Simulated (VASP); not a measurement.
Here is a VASP 6.6.1 calculation.

Contents of INCAR:

```
PREC = Accurate
ENCUT = 520
EDIFF = 1E-7
ISMEAR = -1
SIGMA = 0.05
LREAL = False
LASPH = True
NELM = 100
ALGO = Normal
ISIF = 2
LWAVE = False
LCHARG = False
ISPIN = 2
MAGMOM = 1 0
LORBIT = 11
LMAXMIX = 4
METAGGA = TPSS
LMIXTAU = True
```

The input KPOINTS:

```
Automatic mesh
0
Gamma
  11 11 11
```

File POSCAR:

```
NiO
1.0
    0.0000000000      2.0859016414      2.0859016414
    2.0859016414      0.0000000000      2.0859016414
    2.0859016414      2.0859016414      0.0000000000
Ni O
1 1
Direct
    0.0000000000      0.0000000000      0.0000000000
    0.5000000000      0.5000000000      0.5000000000
```

Contents of KPOINTS_OPT:

```
path GXWKGLUWLK,UX
20
line-mode
reciprocal
 0.0000000000  0.0000000000  0.0000000000  G
 0.5000000000  0.0000000000  0.5000000000  X

 0.5000000000  0.0000000000  0.5000000000  X
 0.5000000000  0.2500000000  0.7500000000  W

 0.5000000000  0.2500000000  0.7500000000  W
 0.3750000000  0.3750000000  0.7500000000  K

 0.3750000000  0.3750000000  0.7500000000  K
 0.0000000000  0.0000000000  0.0000000000  G

 0.0000000000  0.0000000000  0.0000000000  G
 0.5000000000  0.5000000000  0.5000000000  L

 0.5000000000  0.5000000000  0.5000000000  L
 0.6250000000  0.2500000000  0.6250000000  U

 0.6250000000  0.2500000000  0.6250000000  U
 0.5000000000  0.2500000000  0.7500000000  W

 0.5000000000  0.2500000000  0.7500000000  W
 0.5000000000  0.5000000000  0.5000000000  L

 0.5000000000  0.5000000000  0.5000000000  L
 0.3750000000  0.3750000000  0.7500000000  K

 0.6250000000  0.2500000000  0.6250000000  U
 0.5000000000  0.0000000000  0.5000000000  X
```

Potentials or basis: VASP PAW PBE potentials, release 64 (Ni, O).

The run is started by

```console
$ cat potpaw_PBE.64/Ni/POTCAR potpaw_PBE.64/O/POTCAR > POTCAR
$ mpirun -np 1 vasp_std > vasp.out
```

**Question.** Estimate the pressure.

**Answer.** 4.5 GPa.

**Question.** Predict the net moment.

**Answer.** 1.95 μB per cell.

**Question.** Predict the band gap along the path.

**Answer.** None (metal or under the smearing width).

**Question.** Estimate the site moments.

**Answer.** Ni +1.61; O +0.29 μB.

Levels at the corners of the path, in eV from the Fermi level:
Spin up:
```
point  band 5  band 6  band 7  band 8  band 9  band 10  band 11  band 12  band 13
    Γ   -3.02   -3.02   -2.99   -2.99   -2.99     1.34    17.29    18.90    18.90
    X   -3.87   -3.26   -2.71   -1.99   -1.99     6.16    10.55    11.89    16.75
    X   -3.87   -3.26   -2.71   -1.99   -1.99     6.16    10.55    11.89    16.75
    W   -2.85   -2.19   -2.19   -1.99   -1.58     8.57    10.56    10.56    13.48
    W   -2.85   -2.19   -2.19   -1.99   -1.58     8.57    10.56    10.56    13.48
    K   -2.98   -2.21   -2.11   -1.85   -1.47     7.83    10.16    10.45    15.96
    K   -2.98   -2.21   -2.11   -1.85   -1.47     7.83    10.16    10.45    15.96
    Γ   -3.02   -3.02   -2.99   -2.99   -2.99     1.34    17.29    18.90    18.90
    Γ   -3.02   -3.02   -2.99   -2.99   -2.99     1.34    17.29    18.90    18.90
    L   -2.31   -2.31   -1.71    0.05    0.05     5.36    10.05    14.10    14.10
    L   -2.31   -2.31   -1.71    0.05    0.05     5.36    10.05    14.10    14.10
    U   -2.98   -2.21   -2.11   -1.85   -1.47     7.83    10.16    10.45    15.96
    U   -2.98   -2.21   -2.11   -1.85   -1.47     7.83    10.16    10.45    15.96
    W   -2.85   -2.19   -2.19   -1.99   -1.58     8.57    10.56    10.56    13.48
    W   -2.85   -2.19   -2.19   -1.99   -1.58     8.57    10.56    10.56    13.48
    L   -2.31   -2.31   -1.71    0.05    0.05     5.36    10.05    14.10    14.10
    L   -2.31   -2.31   -1.71    0.05    0.05     5.36    10.05    14.10    14.10
    K   -2.98   -2.21   -2.11   -1.85   -1.47     7.83    10.16    10.45    15.96
    U   -2.98   -2.21   -2.11   -1.85   -1.47     7.83    10.16    10.45    15.96
    X   -3.87   -3.26   -2.71   -1.99   -1.99     6.16    10.55    11.89    16.75
```
Spin down:
```tsv
point	band 5	band 6	band 7	band 8	band 9	band 10
Γ	-2.19	-2.19	-2.19	-0.28	-0.28	1.82
X	-3.18	-1.12	-1.12	0.17	0.70	6.75
X	-3.18	-1.12	-1.12	0.17	0.70	6.75
W	-1.38	-1.38	-1.12	0.57	1.30	9.28
W	-1.38	-1.38	-1.12	0.57	1.30	9.28
K	-1.93	-1.25	-1.00	0.82	1.32	8.41
K	-1.93	-1.25	-1.00	0.82	1.32	8.41
Γ	-2.19	-2.19	-2.19	-0.28	-0.28	1.82
Γ	-2.19	-2.19	-2.19	-0.28	-0.28	1.82
L	-1.26	-1.26	-0.87	2.54	2.54	5.61
L	-1.26	-1.26	-0.87	2.54	2.54	5.61
U	-1.93	-1.25	-1.00	0.82	1.32	8.41
U	-1.93	-1.25	-1.00	0.82	1.32	8.41
W	-1.38	-1.38	-1.12	0.57	1.30	9.28
W	-1.38	-1.38	-1.12	0.57	1.30	9.28
L	-1.26	-1.26	-0.87	2.54	2.54	5.61
L	-1.26	-1.26	-0.87	2.54	2.54	5.61
K	-1.93	-1.25	-1.00	0.82	1.32	8.41
U	-1.93	-1.25	-1.00	0.82	1.32	8.41
X	-3.18	-1.12	-1.12	0.17	0.70	6.75
```

Caveat: the PAW data sets were made with another functional, which shifts forces and pressure a little; a cell with one magnetic atom can't hold antiferromagnetic order, which such compounds often take; semilocal functionals often make such compounds metallic where correlation or magnetic order opens a gap, which also shifts bond lengths.

**Experimental background.**

From “Local correlations, non-local screening, multiplets, and band formation in NiO”, 2012, arxiv:1210.6675, for a bulk crystal of NiO: band gap 4.3 eV.

Against the measured gap of NiO, 4.3 eV (quoted in “Local correlations, non-local screening, multiplets, and band formation in NiO”, 2012, arxiv:1210.6675), the calculated 0.00 eV is off by -4.30 eV. So large a miss can be the level of theory's own, or it may mean another phase, state or a wrong row. The value is that of TPSS, without temperature or zero-point motion. The run's magnetic order (collinear spin, ferromagnetic start) needn't be the measured crystal's.
